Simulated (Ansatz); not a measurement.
Crystal: MnS.

```
CELL_PARAMETERS angstrom
0.00000 2.60450 2.60450
2.60450 0.00000 2.60450
2.60450 2.60450 0.00000
ATOMIC_POSITIONS crystal
Mn 0.00000 0.00000 0.00000
S 0.50000 0.50000 0.50000
```

Base run:

| Quantity | Value |
| --- | --- |
| Program | Ansatz 0.2.0 |
| Functional | PBE |
| Potentials or basis | Ansatz PAW |
| Cutoff | 420 eV (not typed: the program's choice for these potentials) |
| k mesh | 7 × 7 × 7 |
| Occupations | fermi-dirac, width 0.05 eV |
| Spin | collinear spin, ferromagnetic start |
| Starting moments | [6.0, 0.0] μB |
| Fixed moment | 6 μB |

Its results: pressure 12.8 GPa; site moments Mn +4.56; S +0.64 μB.

Question: The run is repeated on the same cell with these changes: fixed moment from 6 μB to 4 μB; moments at the start from [6.0, 0.0] to [4.0, 0.0]. What comes out?

Answer: Pressure -9.8 GPa; site moments Mn +3.76; S -0.00 μB.

Caveats: the total moment is fixed, so each spin has its own Fermi level; a cell with one magnetic atom can't hold antiferromagnetic order, which such compounds often take; the thresholds are loose for stress.
